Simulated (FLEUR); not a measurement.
Runs of FLEUR MaX-R8.1 (later development tree) on PbS (Galena). The structure is cubic, space group Fm-3m (No. 225). Conventional cell: a = 5.931 Å, b = 5.931 Å, c = 5.931 Å, α = 90.00°, β = 90.00°, γ = 90.00°. Pb (site symmetry m-3m) is surrounded by 6 S at 2.97 Å. Around S (site symmetry m-3m) lie 6 Pb at 2.97 Å. 

```csv
task,level,gmax,muffin-tin radii,max iterations,mixing factor,mixer,kmax,gap on the mesh (eV),V0 of scaled cells (Å³/atom),B0 (GPa)
band structure,r2SCAN,13.7 1/bohr,"Pb 2.66, S 2.22 bohr",80,0.05,Anderson,4.41 1/bohr,(b),-,-
band structure,LDA,13.7 1/bohr,"Pb 2.66, S 2.22 bohr",60,0.05,Anderson,4.41 1/bohr,0.23,-,-
single point,PBEsol,14.1 1/bohr,"Pb 2.66, S 2.16 bohr",60,0.05,Anderson,4.54 1/bohr,0.25,-,-
equation of state,PBEsol,14.1 1/bohr,"Pb 2.66, S 2.16 bohr",-,-,-,4.54 1/bohr,-,(a),59
equation of state,LDA,14.1 1/bohr,"Pb 2.66, S 2.16 bohr",-,-,-,4.54 1/bohr,-,24.94,64
equation of state,r2SCAN,14.1 1/bohr,"Pb 2.66, S 2.16 bohr",-,-,-,4.54 1/bohr,-,26.69,(c)
```

Alike in all rows: potentials or basis all-electron, FLAPW; no spin polarisation; cell as given; k mesh 8 × 8 × 8; smearing fermi-dirac 0.05 eV.

Q: Fill in the values left out.

A: (a) 25.71; (b) 0.63; (c) 58.

Caveats: spin-orbit coupling is left out, which as a rule narrows the gap of such compounds by several tenths of an eV (some runs); the meta-GGA is that of a development version, with a GGA for the radial functions and cores and without core tails (some runs).

A k mesh can miss the band edges, and the runs leave out spin-orbit coupling on Pb.
